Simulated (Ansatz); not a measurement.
CuAu3: equation of state with PBEsol

The system is CuAu3.

```xyz
4
Lattice="3.9800 0.0000 0.0000 0.0000 3.9800 0.0000 0.0000 0.0000 3.9800" Properties=species:S:1:pos:R:3 pbc="T T T"
Au    1.9900    1.9900    0.0000
Au    1.9900    0.0000    1.9900
Au    0.0000    1.9900    1.9900
Cu    0.0000    0.0000    0.0000
```

```json
{"Program": "Ansatz 0.2.0", "Task": "equation of state", "Functional": "PBEsol", "Potentials or basis": "Ansatz PAW", "Cutoff": "420 eV", "Density cutoff": "1680 eV", "k mesh": "7 × 7 × 7", "Occupations": "fermi-dirac, width 0.05 eV", "Spin": "no spin polarisation"}
```

```json
{
  "Equilibrium volume": "15.67 Å³/atom",
  "Bulk modulus": "175 GPa",
  "Pressure derivative of the bulk modulus": "5.7"
}
```

Energy against volume, from the lowest point:
```tsv
volume (Å³/atom)	energy (meV/atom)
14.816	28.59
15.131	10.71
15.446	1.54
15.761	0.00
16.076	5.12
16.392	16.07
16.707	32.07
```

All runs of the series together: 22 s on 2 threads of Intel(R) Xeon(R) Processor @ 2.70GHz (shared host).

Spin-orbit coupling is left out, which matters for the levels of Au.
